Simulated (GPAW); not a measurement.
The system is Ti.

```
Ti
1.0
     2.95000    0.00000    0.00000
    -1.47500    2.55477    0.00000
     0.00000    0.00000    4.68000
Ti
2
Direct
  0.66667 0.33333 0.75000
  0.33333 0.66667 0.25000
```

```yaml
Program: GPAW 26.7.0
Task: relaxation of cell and atoms
Functional: AM05
Dispersion: D4
Potentials_or_basis: PAW data sets generated in the run's folder for this functional
Cutoff: 600 eV
Basis: pw
k_mesh: 7 × 7 × 4
Occupations: fermi-dirac, width 0.05 eV
Spin: no spin polarisation
```

At the start: pressure -6.9 GPa; volume 17.64 Å³/atom.

Q: Where does the relaxation end?

A: Over 20 steps the energy falls by 18.3 meV/atom and the volume is 16.58 Å³/atom (-6.0 %); space group P6_3/mmc (No. 194, to 0.05 Å).

The path:
```csv
step,energy change (eV),largest force (eV/Å),pressure (GPa),volume (Å³)
1,0.0000,0.0000,-6.88,35.27
2,-0.0132,0.0001,-5.75,34.87
3,-0.0300,0.0001,-3.56,34.16
4,-0.0364,0.0001,-0.52,33.26
5,-0.0249,0.0003,2.88,32.38
6,-0.0258,0.0001,2.74,32.42
7,-0.0273,0.0001,2.46,32.49
8,-0.0295,0.0001,2.06,32.59
9,-0.0316,0.0001,1.56,32.71
10,-0.0339,0.0001,1.00,32.86
11,-0.0357,0.0001,0.39,33.02
12,-0.0367,0.0000,-0.22,33.18
13,-0.0367,0.0000,-0.21,33.18
14,-0.0367,0.0001,-0.21,33.18
15,-0.0367,0.0001,-0.20,33.18
16,-0.0367,0.0000,-0.19,33.17
17,-0.0367,0.0000,-0.18,33.17
18,-0.0367,0.0000,-0.16,33.17
19,-0.0367,0.0000,-0.15,33.16
20,-0.0367,0.0000,-0.13,33.16
```

Final structure:
```yaml
crystal:
  lattice:
    - [2.88358, 0.00000, 0.00000]
    - [-1.44179, 2.49725, 0.00000]
    - [0.00000, 0.00000, 4.60448]
  atoms:
    - { symbol: Ti, position: [0.66667, 0.33333, 0.75000] }
    - { symbol: Ti, position: [0.33333, 0.66667, 0.25000] }
```

Caveat: later steps reuse the first step's grids; pairwise dispersion overbinds metals, which lowers pressure and volume.
